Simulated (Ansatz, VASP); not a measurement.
## Si in VASP and in Ansatz

Contents of INCAR:

```
SYSTEM = Si
ALGO     = Normal         ! electronic algorithm
EDIFF    = 1E-7           ! SCF threshold, eV
ENCUT    = 520            ! plane-wave cutoff, eV
GGA      = CA             ! functional
ISIF     = 2              ! what is computed and relaxed
ISMEAR   = -1             ! smearing method
LASPH    = .TRUE.         ! aspherical terms in the spheres
LCHARG   = .TRUE.         ! write CHGCAR
LELF     = .TRUE.         ! ELF
LREAL    = .FALSE.        ! projectors in reciprocal space
LVHAR    = .TRUE.       
LWAVE    = .FALSE.        ! write WAVECAR
NBANDS   = 11             ! bands
NELM     = 60             ! most SCF steps
PREC     = Accurate       ! precision mode
SIGMA    = 0.08           ! smearing width, eV
```

KPOINTS

```
k-points
0
G
  11 11 11
  0 0 0
```

The input POSCAR:

```
Si
1.0
    0.0000000000      2.7687280309      2.7687280309
    2.7687280309      0.0000000000      2.7687280309
    2.7687280309      2.7687280309      0.0000000000
Si
2
Direct
    0.5000000000      0.5000000000      0.5000000000
    0.7500000000      0.7500000000      0.7500000000
```

Input for Ansatz:

```yaml
crystal:
  lattice:
    - [0.0, 2.7687280309, 2.7687280309]
    - [2.7687280309, 0.0, 2.7687280309]
    - [2.7687280309, 2.7687280309, 0.0]
  atoms:
    - { symbol: Si, position: [0.5, 0.5, 0.5] }
    - { symbol: Si, position: [0.75, 0.75, 0.75] }
kpoints:
  mp_grid: { grid: [11, 11, 11] }
  band_path:
    path:
      - [0.0, 0.0, 0.0]
      - [0.5, 0.0, 0.5]
      - [0.625, 0.25, 0.625]
      - [0.375, 0.375, 0.75]
      - [0.0, 0.0, 0.0]
      - [0.5, 0.5, 0.5]
      - [0.5, 0.25, 0.75]
      - [0.5, 0.0, 0.5]
    npoints: 5
scf:
  occupations: { method: fermi_dirac, width: 0.08 }
hamiltonian:
  xc: lda
  pseudopotentials: { kind: all_electron, lapw: { basis_error: 0.00025 } }
output:
  forces: true
  stress: true
  eigenvalues: true
```

Change from the starting cell: volume scaled by 1.06.

Alike in both runs: task single point; functional LDA; k mesh 11 × 11 × 11; occupations fermi-dirac, width 0.08 eV; no spin polarisation.

|  | VASP | Ansatz |
| --- | --- | --- |
| version | VASP 6.6.1 | Ansatz 0.2.0 |
| potentials or method | VASP PAW LDA potentials, release 64 (Si) | all-electron LAPW, scalar-relativistic |
| plane-wave cutoff (eV) | 520 | see its input |

|  | VASP | Ansatz | Ansatz less VASP |
| --- | --- | --- | --- |
| pressure (GPa) | -6.1 | -6.1 | -0.06 |

Ansatz ran all-electron here, so the differences hold the error of VASP's frozen core and of both bases.

Caveats: an odd mesh through Γ misses points on the zone boundary, where band edges often lie.
